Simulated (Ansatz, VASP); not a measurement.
## Two plane-wave programs on MgH4

```
CELL_PARAMETERS angstrom
-1.95959 1.95959 2.01960
1.95959 -1.95959 2.01960
1.95959 1.95959 -2.01960
ATOMIC_POSITIONS crystal
Mg 0.00000 0.00000 0.00000
H 0.25328 0.50000 0.75328
H 0.74672 0.50000 0.24672
H 0.50000 0.74672 0.24672
H 0.50000 0.25328 0.75328
```

Alike in both runs: functional PBE; k mesh 8 × 8 × 8; occupations gaussian, width 0.1 eV; no spin polarisation.

Ansatz relaxed the structure, and its values are those at the end. VASP's run is a single point on that final structure, the one shown.

|  | VASP | Ansatz |
| --- | --- | --- |
| version | VASP 6.6.1 | Ansatz 0.2.0 |
| potentials or method | VASP PAW PBE potentials, release 64 (Mg, H) | scalar-relativistic, plane waves, PAW |
| plane-wave cutoff (eV) | 520 | 420 |
| valence electrons in the cell | 6 | 14 |

```tsv
	VASP	Ansatz	Ansatz less VASP
gap on the k mesh at the Fermi level (eV)	none	none	-
pressure (GPa)	-0.5	0.0	+0.47
rms of the force components (eV/Å)	0.006	0.003	-0.0032
```

A gap of «none» marks a metal or a gap that the smearing closes. The two sets of potentials don't hold the same shells in valence.
